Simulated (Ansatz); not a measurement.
Set up this calculation in Ansatz 0.2.0, as the native input.

| Property | Result |
| --- | --- |
| Task | relaxation of cell and atoms |
| Functional | RPBE |
| Dispersion | D4 |
| Potentials or basis | Ansatz PAW |
| Cutoff | 420 eV (not typed: the program's choice for these potentials) |
| k mesh | 12 × 12 × 12 |
| Occupations | fermi-dirac, width 0.05 eV |
| Spin | no spin polarisation |

The system is Pt.

```xyz
1
Lattice="0.0000 1.9609 1.9609 1.9609 0.0000 1.9609 1.9609 1.9609 0.0000" Properties=species:S:1:pos:R:3 pbc="T T T"
Pt    0.0000    0.0000    0.0000
```

One way to write it, as run:

input.yaml

```yaml
crystal:
  lattice:
    - [0.0, 1.9609, 1.9609]
    - [1.9609, 0.0, 1.9609]
    - [1.9609, 1.9609, 0.0]
  atoms:
    - { symbol: Pt, position: [0.0, 0.0, 0.0] }
hamiltonian:
  xc: rpbe
  pseudopotentials: { kind: paw }
  dispersion: d4
kpoints:
  mp_grid: { grid: [12, 12, 12] }
scf:
  occupations: { method: fermi_dirac, width: 0.05 }
output:
  forces: true
  stress: true
  write_density: true
  write_potential: true
  elf: true
  volumetric_format: npy
relax:
  f_tol: 0.01
  max_steps: 40
  cell: { stress_tol: 0.05 }
```

Potentials or basis: Ansatz PAW.

Run with:

```console
$ ansatz run input.yaml --threads 2 --pin off --max-ram 5632MiB --backend cpu --events-out ev --progress --plain --runs-dir out
```

Results of the run:

```
Energy gained by relaxing : 0.0 meV/atom
Ionic steps               : 2
Pressure after relaxing   : 0.0 GPa
Band gap on the k mesh    : none (metal or under the smearing width)
```

Caveat: the plane-wave basis is chosen anew once the cell has moved, so the energies of steps on either side of that aren't comparable; pairwise dispersion overbinds metals, which lowers pressure and volume; the PAW data sets come from PBE, with cores solved anew for the run's functional, which leaves a small shift of forces and pressure.

It took 1.3 s on 2 threads of Arm Neoverse V2, on a shared host, peak memory 0.28 GiB.
